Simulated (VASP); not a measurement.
# WS2 (Tungstenite) (P6_3/mmc) in VASP: notebook

Aim: see how the results for WS2 (Tungstenite) move with the level of theory and the settings. Levels: TB-mBJ, PBE. Tasks: band structure, dielectric tensor, optical spectrum.

Everything below comes from runs of VASP 6.6.1. Logs are shortened: lines on timing, memory, paths and dates and some standing lists are left out, and cuts for length are marked.

### 1 The structure

The structure is hexagonal, space group P6_3/mmc (No. 194). The conventional cell has a = 3.154 Å, b = 3.154 Å, c = 12.142 Å, α = 90.00°, β = 90.00°, γ = 120.00°. Around W (site symmetry -6m2) lie 6 S at 2.41 Å. S (site symmetry 3m) is surrounded by 3 W at 2.41 Å.

### 2 Band structure, TB-mBJ, spin-orbit coupling, no magnetisation

POSCAR

```
WS2                                     
1.0
    3.1541041060     -0.0000000000     -0.0000000000
   -1.5770520530      2.7315342820      0.0000000000
   -0.0000000000     -0.0000000000     12.1422919333
  W               S             
     2     4
Direct
     0.3333333332999970    0.6666666667000030    0.2500000000000000
     0.6666666667000030    0.3333333332999970    0.7500000000000000
     0.3333333332999970    0.6666666667000030    0.6203012366569965
     0.6666666667000030    0.3333333332999970    0.1203012366569965
     0.3333333332999970    0.6666666667000030    0.8796987633430035
     0.6666666667000030    0.3333333332999970    0.3796987633430035
```

INCAR.step1

```
SYSTEM = WS2
  PREC = Accurate
  ENCUT = 520
  EDIFF = 1E-5
  ISMEAR = 0
  SIGMA = 0.03
  LREAL = .False.
  LASPH = .True.
  NELM = 80
  ALGO = Normal
  ISIF = 2
  LWAVE = .True.
  LCHARG = .False.
  MAGMOM = 0 0 0 0 0 0 0 0 0 0 0 0 0 0 0 0 0 0
  LORBIT = 11
  LSORBIT = .True.
  GGA_COMPAT = .False.
  LMAXMIX = 4
  KPAR = 2
  GGA = PE
```

INCAR.step2

```
SYSTEM = WS2
  PREC = Accurate
  ENCUT = 520
  EDIFF = 1E-7
  ISMEAR = 0
  SIGMA = 0.03
  LREAL = .False.
  LASPH = .True.
  NELM = 80
  ALGO = Normal
  ISIF = 2
  LWAVE = .False.
  LCHARG = .False.
  MAGMOM = 0 0 0 0 0 0 0 0 0 0 0 0 0 0 0 0 0 0
  LORBIT = 11
  LSORBIT = .True.
  GGA_COMPAT = .False.
  LMAXMIX = 4
  METAGGA = MBJ
  KPAR = 2
  ISTART = 1
```

KPOINTS

```
Automatic mesh
0
Gamma
  9 9 2
  0 0 0
```

KPOINTS_OPT

```
explicit points
168
Reciprocal
 0.0000000000  0.0000000000  0.0000000000 1
 0.0555555556  0.0000000000  0.0000000000 1
 0.1111111111  0.0000000000  0.0000000000 1
 0.1666666667  0.0000000000  0.0000000000 1
 0.2222222222  0.0000000000  0.0000000000 1
 0.2777777778  0.0000000000  0.0000000000 1
[... 160 lines left out ...]
 0.5000000000  0.0000000000  0.0696302900 1
 0.5000000000  0.0000000000 -0.0696302900 1
```

Potentials or basis: VASP PAW PBE potentials, release 64 (W_sv, S).

Launch:

```bash
> cat potpaw_PBE.64/W_sv/POTCAR potpaw_PBE.64/S/POTCAR > POTCAR
> cp INCAR.step1 INCAR
> mpirun -np 2 vasp_ncl > vasp.out
> cp INCAR.step2 INCAR
> mpirun -np 2 vasp_ncl > vasp.out
```

OUTCAR:

```text
SYSTEM = WS2
   PREC = Accurate
   ENCUT = 520
   EDIFF = 1E-7
   ISMEAR = 0
   LREAL = .False.
   LASPH = .True.
   NELM = 80
   ISIF = 2
   LORBIT = 11
   LSORBIT = .True.
   METAGGA = MBJ
   ISTART = 1

 ion  position               nearest neighbor table
   1  0.333  0.667  0.250-   4 2.41   6 2.41   4 2.41   6 2.41   4 2.41   6 2.41
   2  0.667  0.333  0.750-   3 2.41   5 2.41   3 2.41   5 2.41   3 2.41   5 2.41
   3  0.333  0.667  0.620-   2 2.41   2 2.41   2 2.41
   4  0.667  0.333  0.120-   1 2.41   1 2.41   1 2.41
   5  0.333  0.667  0.880-   2 2.41   2 2.41   2 2.41
   6  0.667  0.333  0.380-   1 2.41   1 2.41   1 2.41

  LATTYP: Found a hexagonal cell.
 ALAT       =     3.1541041060
 C/A-ratio  =     3.8496801390

  Lattice vectors:

 A1 = (   3.1541041060,   0.0000000000,   0.0000000000)
 A2 = (  -1.5770520530,   2.7315342820,   0.0000000000)
 A3 = (   0.0000000000,   0.0000000000,  12.1422919333)

Analysis of symmetry for initial positions (statically):
=====================================================================
 Subroutine PRICEL returns:
 Original cell was already a primitive cell.

 Routine SETGRP: Setting up the symmetry group for a
 hexagonal supercell.

 Subroutine GETGRP returns: Found 24 space group operations
 (whereof 12 operations were pure point group operations)
 out of a pool of 24 trial point group operations.

The static configuration has the point symmetry D_3d.
 The point group associated with its full space group is D_6h.

Analysis of symmetry for dynamics (positions and initial velocities):
=====================================================================
 Subroutine PRICEL returns:
 Original cell was already a primitive cell.

 Routine SETGRP: Setting up the symmetry group for a
 hexagonal supercell.

 Subroutine GETGRP returns: Found 24 space group operations
 (whereof 12 operations were pure point group operations)
 out of a pool of 24 trial point group operations.

The dynamic configuration has the point symmetry D_3d.
 The point group associated with its full space group is D_6h.

Analysis of structural, dynamic, and magnetic symmetry:
=====================================================================
 Subroutine PRICEL returns:
 Original cell was already a primitive cell.

[... 1751 lines left out ...]
      direct lattice vectors                 reciprocal lattice vectors
     3.154104106  0.000000000  0.000000000     0.317047240  0.183047309  0.000000000
    -1.577052053  2.731534282  0.000000000     0.000000000  0.366094618  0.000000000
     0.000000000  0.000000000 12.142291933     0.000000000  0.000000000  0.082356775

 POSITION                                       TOTAL-FORCE (eV/Angst)
 -----------------------------------------------------------------------------------
     -0.00000      1.82102      3.03557         0.000000     -0.000000      0.000000
      1.57705      0.91051      9.10672         0.000000      0.000000     -0.000000
     -0.00000      1.82102      7.53188         0.000000     -0.000000      1.385761
      1.57705      0.91051      1.46073        -0.000000      0.000000      1.385761
     -0.00000      1.82102     10.68156        -0.000000     -0.000000     -1.385761
      1.57705      0.91051      4.61041         0.000000      0.000000     -1.385761
 -----------------------------------------------------------------------------------
    total drift:                               -0.000000     -0.000000     -0.000000

  FREE ENERGIE OF THE ION-ELECTRON SYSTEM (eV)
  ---------------------------------------------------
  free  energy   TOTEN  =      1778.5187939039 eV

  energy  without entropy=     1778.5187939039  energy(sigma->0) =     1778.51879390

 Spin-Orbit-Coupling matrix elements

 Ion:    1  E_soc:     -1.4797917
 l=   1
     0.0000000    -0.2191939    -0.2204890
    -0.2191939     0.0000000    -0.2191939
    -0.2204890    -0.2191939     0.0000000
 l=   2
     0.0000000    -0.0050788     0.0000000    -0.0050788    -0.0231191
    -0.0050788     0.0000000    -0.0166974    -0.0041903    -0.0050788
     0.0000000    -0.0166974     0.0000000    -0.0166974     0.0000000
    -0.0050788    -0.0041903    -0.0166974     0.0000000    -0.0050788
    -0.0231191    -0.0050788     0.0000000    -0.0050788     0.0000000
 l=   3
     0.0000000     0.0000000     0.0000000     0.0000000     0.0000000     0.0000000     0.0000000
     0.0000000     0.0000000     0.0000000     0.0000000     0.0000000     0.0000000     0.0000000
     0.0000000     0.0000000     0.0000000     0.0000000     0.0000000     0.0000000     0.0000000
     0.0000000     0.0000000     0.0000000     0.0000000     0.0000000     0.0000000     0.0000000
[... 89 lines left out ...]
 l=   2
     0.0000000     0.0000000     0.0000000     0.0000000     0.0000000
     0.0000000     0.0000000     0.0000000     0.0000000     0.0000000
     0.0000000     0.0000000     0.0000000     0.0000000     0.0000000
     0.0000000     0.0000000     0.0000000     0.0000000     0.0000000
     0.0000000     0.0000000     0.0000000     0.0000000     0.0000000
 l=   3
     0.0000000     0.0000000     0.0000000     0.0000000     0.0000000     0.0000000     0.0000000
     0.0000000     0.0000000     0.0000000     0.0000000     0.0000000     0.0000000     0.0000000
     0.0000000     0.0000000     0.0000000     0.0000000     0.0000000     0.0000000     0.0000000
     0.0000000     0.0000000     0.0000000     0.0000000     0.0000000     0.0000000     0.0000000
     0.0000000     0.0000000     0.0000000     0.0000000     0.0000000     0.0000000     0.0000000
     0.0000000     0.0000000     0.0000000     0.0000000     0.0000000     0.0000000     0.0000000
     0.0000000     0.0000000     0.0000000     0.0000000     0.0000000     0.0000000     0.0000000

 total charge

# of ion       s       p       d       tot
------------------------------------------
    1        2.288   6.317   3.267  11.872
    2        2.288   6.317   3.267  11.872
    3        1.438   2.488   0.000   3.925
    4        1.438   2.488   0.000   3.925
    5        1.438   2.488   0.000   3.925
    6        1.438   2.488   0.000   3.925
--------------------------------------------------
tot         10.325  22.585   6.533  39.444

 magnetization (x)

# of ion       s       p       d       tot
------------------------------------------
    1        0.000  -0.000   0.000  -0.000
    2       -0.000  -0.000  -0.000  -0.000
    3       -0.000   0.000   0.000   0.000
    4        0.000   0.000   0.000   0.000
    5        0.000  -0.000   0.000  -0.000
    6        0.000   0.000   0.000   0.000
--------------------------------------------------
tot          0.000   0.000  -0.000   0.000

 magnetization (y)

# of ion       s       p       d       tot
------------------------------------------
    1       -0.000   0.000   0.000   0.000
    2        0.000   0.000   0.000   0.000
    3        0.000   0.000   0.000   0.000
    4        0.000   0.000   0.000   0.000
    5        0.000   0.000   0.000   0.000
    6       -0.000   0.000   0.000   0.000
--------------------------------------------------
tot         -0.000   0.000   0.000   0.000

 magnetization (z)

# of ion       s       p       d       tot
------------------------------------------
    1        0.000   0.000   0.000   0.000
    2        0.000   0.000   0.000   0.000
    3        0.000   0.000   0.000   0.000
    4        0.000   0.000   0.000   0.000
    5        0.000   0.000   0.000   0.000
    6        0.000   0.000   0.000   0.000
--------------------------------------------------
tot          0.000   0.000   0.000   0.000
```

It took 43 min on 2 MPI ranks of Intel Xeon Platinum 8559C (Emerald Rapids), shared host; peak memory 0.7 GiB.

Results:

- Valence electrons inside the program's atomic spheres: W 11.87; S 3.92

### 3 Dielectric tensor, PBE

INCAR

```
  PREC = Accurate
  ENCUT = 520
  EDIFF = 1E-8
  ISMEAR = 0
  SIGMA = 0.03
  LREAL = F
  LASPH = T
  NELM = 80
  ALGO = Normal
  ISIF = 2
  LWAVE = F
  LCHARG = F
  GGA = PE
  LEPSILON = T
  KPAR = 2
```

KPOINTS

```
Automatic mesh
0
Gamma
  15 15 3
```

POSCAR is that of step 2.

Potentials or basis: VASP PAW PBE potentials, release 64 (W_sv, S).

Launch:

```bash
> cat potpaw_PBE.64/W_sv/POTCAR potpaw_PBE.64/S/POTCAR > POTCAR
> mpirun -np 2 vasp_std > vasp.out
```

OUTCAR:

```text
PREC = Accurate
   ENCUT = 520
   EDIFF = 1E-8
   ISMEAR = 0
   LREAL = F
   LASPH = T
   NELM = 80
   ISIF = 2
   GGA = PE
   LEPSILON = T

 ion  position               nearest neighbor table
   1  0.333  0.667  0.250-   4 2.41   6 2.41   4 2.41   6 2.41   4 2.41   6 2.41
   2  0.667  0.333  0.750-   3 2.41   5 2.41   3 2.41   5 2.41   3 2.41   5 2.41
   3  0.333  0.667  0.620-   2 2.41   2 2.41   2 2.41
   4  0.667  0.333  0.120-   1 2.41   1 2.41   1 2.41
   5  0.333  0.667  0.880-   2 2.41   2 2.41   2 2.41
   6  0.667  0.333  0.380-   1 2.41   1 2.41   1 2.41

  LATTYP: Found a hexagonal cell.
 ALAT       =     3.1541041060
 C/A-ratio  =     3.8496801390

  Lattice vectors:

 A1 = (   3.1541041060,   0.0000000000,   0.0000000000)
 A2 = (  -1.5770520530,   2.7315342820,   0.0000000000)
 A3 = (   0.0000000000,   0.0000000000,  12.1422919333)

Analysis of symmetry for initial positions (statically):
=====================================================================
 Subroutine PRICEL returns:
 Original cell was already a primitive cell.

 Routine SETGRP: Setting up the symmetry group for a
 hexagonal supercell.

 Subroutine GETGRP returns: Found 24 space group operations
 (whereof 12 operations were pure point group operations)
 out of a pool of 24 trial point group operations.

The static configuration has the point symmetry D_3d.
 The point group associated with its full space group is D_6h.

Analysis of symmetry for dynamics (positions and initial velocities):
=====================================================================
 Subroutine PRICEL returns:
 Original cell was already a primitive cell.

 Routine SETGRP: Setting up the symmetry group for a
 hexagonal supercell.

 Subroutine GETGRP returns: Found 24 space group operations
 (whereof 12 operations were pure point group operations)
 out of a pool of 24 trial point group operations.

The dynamic configuration has the point symmetry D_3d.
 The point group associated with its full space group is D_6h.

 Subroutine INISYM returns: Found 24 space group operations
 (whereof 12 operations are pure point group operations),
 and found     1 'primitive' translations

----------------------------------------------------------------------------------------

                                     Primitive cell

  volume of cell :     104.6124

  direct lattice vectors                    reciprocal lattice vectors
     3.154104106  0.000000000  0.000000000     0.317047240  0.183047309  0.000000000
    -1.577052053  2.731534282  0.000000000     0.000000000  0.366094618  0.000000000
     0.000000000  0.000000000 12.142291933     0.000000000  0.000000000  0.082356775

  length of vectors
     3.154104106  3.154104106 12.142291933     0.366094618  0.366094618  0.082356775

  position of ions in fractional coordinates (direct lattice)
     0.333333333  0.666666667  0.250000000
     0.666666667  0.333333333  0.750000000
     0.333333333  0.666666667  0.620301237
     0.666666667  0.333333333  0.120301237
     0.333333333  0.666666667  0.879698763
     0.666666667  0.333333333  0.379698763

[... 956 lines left out ...]
 VOLUME and BASIS-vectors are now :
 -----------------------------------------------------------------------------
  energy-cutoff  :      520.00
  volume of cell :      104.61
      direct lattice vectors                 reciprocal lattice vectors
     3.154104106  0.000000000  0.000000000     0.317047240  0.183047309  0.000000000
    -1.577052053  2.731534282  0.000000000     0.000000000  0.366094618  0.000000000
     0.000000000  0.000000000 12.142291933     0.000000000  0.000000000  0.082356775

 POSITION                                       TOTAL-FORCE (eV/Angst)
 -----------------------------------------------------------------------------------
     -0.00000      1.82102      3.03557         0.000000      0.000000     -0.000000
      1.57705      0.91051      9.10672        -0.000000     -0.000000     -0.000000
     -0.00000      1.82102      7.53188        -0.000000      0.000000      0.009659
      1.57705      0.91051      1.46073        -0.000000     -0.000000      0.009659
     -0.00000      1.82102     10.68156        -0.000000      0.000000     -0.009659
      1.57705      0.91051      4.61041         0.000000     -0.000000     -0.009659
 -----------------------------------------------------------------------------------
    total drift:                               -0.000000      0.000000     -0.000000

  FREE ENERGIE OF THE ION-ELECTRON SYSTEM (eV)
  ---------------------------------------------------
  free  energy   TOTEN  =       -47.1895668445 eV

  energy  without entropy=      -47.1895668445  energy(sigma->0) =      -47.18956684

 HEAD OF MICROSCOPIC STATIC DIELECTRIC TENSOR (INDEPENDENT PARTICLE, excluding Hartree and local field effects)
 ------------------------------------------------------
          14.779367     0.000000     0.000000
           0.000000    14.779367     0.000000
          -0.000000     0.000000     9.701997
 ------------------------------------------------------

 Free energy of the ion-electron system (eV)
  ---------------------------------------------------
  ---------------------------------------------------
  free energy    TOTEN  =        -4.02435810 eV

  energy without entropy =       -4.02435810

------------------------ aborting loop because EDIFF is reached ----------------------------------------

--------------------------------------- Ionic step        2  -------------------------------------------

------------------------ aborting loop because EDIFF is reached ----------------------------------------

--------------------------------------- Ionic step        3  -------------------------------------------

 Free energy of the ion-electron system (eV)
  ---------------------------------------------------
  ---------------------------------------------------
  free energy    TOTEN  =        -1.72433787 eV

  energy without entropy =       -1.72433787

------------------------ aborting loop because EDIFF is reached ----------------------------------------

 PIEZOELECTRIC TENSOR FIELD DIRECTION 3  (e Angst)
 -----------------------------------------------------------------------------
     0.00074  0.00000  0.00000           (  0.00001  0.00000  0.00000)
     0.00000  0.00074 -0.00000           (  0.00000  0.00001  0.00000)
     0.00000  0.00000 -0.00317           (  0.00000  0.00000 -0.00000)

 PIEZOELECTRIC TENSOR FIELD DIRECTION 3  (C/m^2)
 -----------------------------------------------------------------------------
     0.00011  0.00000  0.00000
     0.00000  0.00011 -0.00000
     0.00000  0.00000 -0.00049

 MACROSCOPIC STATIC DIELECTRIC TENSOR (including local field effects in DFT)
 ------------------------------------------------------
          14.079118     0.000000     0.000000
           0.000000    14.079118    -0.000000
          -0.000000     0.000000     6.608775
 ------------------------------------------------------

 PIEZOELECTRIC TENSOR (including local field effects)  for field in x, y, z        (e  Angst)
          XX          YY          ZZ          XY          YZ          ZX
  --------------------------------------------------------------------------------
  x     0.00000     0.00000     0.00000     0.00000     0.00000     0.00000
  y     0.00000     0.00000     0.00000     0.00000     0.00000     0.00000
  z     0.00000     0.00000     0.00000     0.00000     0.00000     0.00000

 PIEZOELECTRIC TENSOR (including local field effects)  for field in x, y, z        (C/m^2)
          XX          YY          ZZ          XY          YZ          ZX
  --------------------------------------------------------------------------------
  x     0.00000     0.00000     0.00000     0.00000     0.00000     0.00000
  y     0.00000     0.00000     0.00000     0.00000     0.00000     0.00000
  z     0.00000     0.00000     0.00000     0.00000     0.00000     0.00000

 BORN EFFECTIVE CHARGES (including local field effects) (in |e|, cummulative output)
 ---------------------------------------------------------------------------------
 ion    1
    1    -0.52881     0.00000     0.00000
    2    -0.00000    -0.52881     0.00000
    3     0.00000    -0.00000    -0.47669
 ion    2
    1    -0.52881     0.00000     0.00000
    2    -0.00000    -0.52881     0.00000
    3     0.00000    -0.00000    -0.47669
 ion    3
    1     0.26440     0.00000     0.00000
    2     0.00000     0.26440    -0.00000
    3     0.00000     0.00000     0.23835
 ion    4
    1     0.26440     0.00000     0.00000
    2     0.00000     0.26440     0.00000
    3    -0.00000     0.00000     0.23835
 ion    5
    1     0.26440     0.00000     0.00000
    2     0.00000     0.26440     0.00000
    3     0.00000     0.00000     0.23835
 ion    6
    1     0.26440     0.00000     0.00000
    2     0.00000     0.26440    -0.00000
    3    -0.00000    -0.00000     0.23835
```

Wall time 21 min (2 MPI ranks of Intel Xeon Platinum 8559C (Emerald Rapids), shared host); peak memory 0.91 GiB.

Results:

| Quantity | Value |
| --- | --- |
| Band gap on the k mesh | 0.95 eV, indirect (least direct gap 1.83 eV) |
| Electronic dielectric tensor (diagonal) | 14.08, 14.08, 6.61 |
| Born charges (mean of the diagonal) | W -0.51; S +0.26 e |

Electronic dielectric tensor:
```
14.08  0.00  0.00
 0.00 14.08  0.00
 0.00  0.00  6.61
```

Born effective charge tensors (e):
atom 1, W
```
-0.53  0.00  0.00
 0.00 -0.53  0.00
 0.00  0.00 -0.48
```
atom 2, W
```
-0.53  0.00  0.00
 0.00 -0.53  0.00
 0.00  0.00 -0.48
```
atom 3, S
```
0.26 0.00 0.00
0.00 0.26 0.00
0.00 0.00 0.24
```
atom 4, S
```
0.26 0.00 0.00
0.00 0.26 0.00
0.00 0.00 0.24
```
atom 5, S
```
0.26 0.00 0.00
0.00 0.26 0.00
0.00 0.00 0.24
```
atom 6, S
```
0.26 0.00 0.00
0.00 0.26 0.00
0.00 0.00 0.24
```

Caveat: spin-orbit coupling is left out, which moves the levels of the heavy elements; an odd mesh through Γ misses points on the zone boundary, where band edges often lie. A hybrid or GW would open this gap; PBE tends to underestimate it.

(Continued in part 2 of 2.)
